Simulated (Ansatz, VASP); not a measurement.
# Se: VASP beside Ansatz

The input INCAR:

```
SYSTEM = Se
  ALGO = Normal
  EDIFF = 1E-6
  ENCUT = 520
  GGA = PE
  ISIF = 2
  ISMEAR = -1
  LASPH = .True.
  LCHARG = .False.
  LREAL = .False.
  LWAVE = .False.
  NBANDS = 9
  NELM = 60
  PREC = Accurate
  SIGMA = 0.1
```

The input KPOINTS:

```
k-points
0
Gamma
  14 14 14
  0 0 0
```

POSCAR

```
Se
1.0
    2.7744191796      0.0000000000      0.0000000000
    0.0000000000      2.7744191796      0.0000000000
    0.0000000000      0.0000000000      2.7744191796
Se
1
Direct
    0.0000000000      0.0000000000      0.0000000000
```

Input for Ansatz:

```yaml
crystal:
  lattice:
    - [2.7744191796, 0.0, 0.0]
    - [0.0, 2.7744191796, 0.0]
    - [0.0, 0.0, 2.7744191796]
  atoms:
    - { symbol: Se, position: [0.0, 0.0, 0.0] }
kpoints:
  mp_grid: { grid: [14, 14, 14] }
hamiltonian:
  xc: pbe
scf:
  occupations: { method: fermi_dirac, width: 0.001 }
output:
  forces: true
  eigenvalues: true
  stress: true
accuracy: high
```

This isn't the form of Se at room conditions, which is trigonal, of chains.

Alike in both runs: task single point; functional PBE; k mesh 14 × 14 × 14; no spin polarisation.

|  | VASP | Ansatz |
| --- | --- | --- |
| version | VASP 6.6.1 | Ansatz 0.2.0 |
| potentials or method | VASP PAW PBE potentials, release 64 (Se) | scalar-relativistic, plane waves, PAW |
| plane-wave cutoff (eV) | 520 | 420 |
| occupations | fermi-dirac, width 0.1 eV | fermi-dirac, width 0.001 eV |
| valence electrons in the cell | 6 | 16 |

Ansatz gave:

* gap on the k mesh at the Fermi level (eV): none
* pressure (GPa): 4.8

Problem. Estimate VASP's values.

Solution. gap on the k mesh at the Fermi level (eV): none; pressure (GPa): 4.9.

A gap of «none» marks a metal or a gap that the smearing closes. The two sets of potentials don't hold the same shells in valence.
